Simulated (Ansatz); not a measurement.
# A sublattice moved along a line in InP

Method: DFT PBEsol, scalar-relativistic, plane waves, PAW (Ansatz). Settings: plane waves to 420 eV, k-mesh 14×14×14 (Γ-centred), Gaussian smearing 0.15 eV. No spin polarisation. Energies are free energies at this smearing, counted from the undisturbed cell; pressure is positive in compression.

Reference structure (as given, not relaxed at this level; it stands at -8.2 GPa; this rock-salt form isn't the usual structure):

```
In P
1.0
     0.00000    2.85500    2.85500
     2.85500    0.00000    2.85500
     2.85500    2.85500    0.00000
In P
1 1
Direct
  0.00000 0.00000 0.00000
  0.50000 0.50000 0.50000
```

Every P atom is moved by x along the Cartesian unit vector (0.000, 0.000, -1.000); the cell and all other atoms stay fixed. The cell is metallic on the mesh throughout. At -8 GPa the given cell is far from its own equilibrium, so these figures belong to a strongly strained crystal.

| x (Å) | ΔE (meV/cell) |
| --- | --- |
| -0.5000 | 287.8 |
| -0.2500 | 33.9 |
| 0.0000 | 0.0 |
| 0.0625 | 1.4 |
| 0.1250 | 6.2 |
| 0.1875 | 16.1 |
| 0.3125 | 63.7 |
| 0.3750 | 110.8 |
| 0.4375 | 182.5 |

Question: Predict the pressure (GPa) at each point.

Answer:
```
  x (Å) pressure (GPa)
-0.5000            -2.2
-0.2500            -6.9
 0.0000            -8.2
 0.0625            -8.1
 0.1250            -7.9
 0.1875            -7.5
 0.3125            -6.1
 0.3750            -5.1
 0.4375            -3.8
```

Cost: 9 runs of about 3.8 core-minutes in all, on Intel Xeon Processor @ 2.50GHz (Skylake/Cascade Lake) (shared hosts).